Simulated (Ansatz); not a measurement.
# Cu under changes of volume

One of the cells (11.456 Å³/atom); the others are scaled copies at fixed shape and fractional positions:

```
CELL_PARAMETERS angstrom
2.53076 0.00000 0.00000
-1.26538 2.19171 0.00000
0.00000 0.00000 8.26182
ATOMIC_POSITIONS crystal
Cu 0.66667 0.33333 0.75000
Cu 0.00000 0.00000 0.50000
Cu 0.33333 0.66667 0.25000
Cu 0.00000 0.00000 0.00000
```

This isn't the form of Cu at room conditions, which is fcc.

* Program: Ansatz 0.2.0
* Functional: r2SCAN
* Potentials or basis: Ansatz PAW
* Cutoff: 500 eV (not typed: the program's choice for these potentials)
* k mesh: 12 × 12 × 4
* Occupations: fermi-dirac, width 0.05 eV
* Spin: no spin polarisation

| volume (Å³/atom) | energy over the lowest point (meV/atom) | pressure (GPa) |
| --- | --- | --- |
| 10.769 | 23.23 | 11.6 |
| 10.998 | ? | ? |
| 11.227 | 2.29 | 3.4 |
| 11.456 | 0.00 | -0.1 |
| 11.686 | 2.34 | -3.1 |
| 11.915 | 8.78 | -5.8 |
| 12.144 | 18.82 | -8.2 |

What does the run at 10.998 Å³/atom give?

Energy over the lowest point 9.81 meV/atom; pressure 7.2 GPa.

Worked out: A Birch-Murnaghan fit of order 3 (a polynomial in V^(-2/3)) to the other rows has its minimum at 11.45 Å³/atom with B0 = V·E''(V) = 162 GPa and B' = 5.1 at fixed shape and positions, which overstates the stiffness. It gives 9.81 meV/atom at 10.998 Å³/atom, against the run's 9.81, and -dE/dV = 7.2 GPa, against 7.2.

Energies are extrapolated to zero smearing.

Caveats: the PAW data sets come from PBE, with cores solved anew for the run's functional, which leaves a small shift of forces and pressure.
